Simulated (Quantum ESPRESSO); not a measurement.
## GaN under changes of volume

One of the cells (11.444 Å³/atom); the others are scaled copies at fixed shape and fractional positions:

```
Ga N
1.0
     0.00000    2.25350    2.25350
     2.25350    0.00000    2.25350
     2.25350    2.25350    0.00000
Ga N
1 1
Cartesian
  0.0000 0.0000 0.0000
  1.1268 1.1268 1.1268
```

The cell is a database's computed one.

* Program: Quantum ESPRESSO 7.5
* Functional: LDA
* Potentials or basis: JTH 2.0 LDA
* Cutoff: 544 eV
* Density cutoff: 3265 eV
* k mesh: 10 × 10 × 10
* Occupations: fermi-dirac, width 0.05 eV
* Spin: no spin polarisation

```csv
volume (Å³/atom),energy over the lowest point (meV/atom),gap on the mesh (eV)
10.757,?,?
10.986,0.00,1.98
11.215,0.81,1.85
11.444,7.22,1.71
11.673,18.79,1.58
11.902,33.99,1.47
12.131,53.83,1.34
```

Question: What does the run at 10.757 Å³/atom give?

Answer: Energy over the lowest point 5.25 meV/atom; gap on the mesh 2.12 eV.

Worked out: A Birch-Murnaghan fit of order 3 (a polynomial in V^(-2/3)) to the other rows has its minimum at 11.06 Å³/atom with B0 = V·E''(V) = 200 GPa and B' = 4.5. It gives 5.23 meV/atom at 10.757 Å³/atom, against the run's 5.25. A straight line through the other rows of the gap, of slope -6.44 eV per unit of ln V (its deformation potential), extrapolates to 2.11 eV, against the run's 2.12.

Energies are extrapolated to zero smearing.

Caveats: the cutoff is low for these files, which shifts pressure and relaxed volume.

Spin-orbit coupling on Ga is left out.
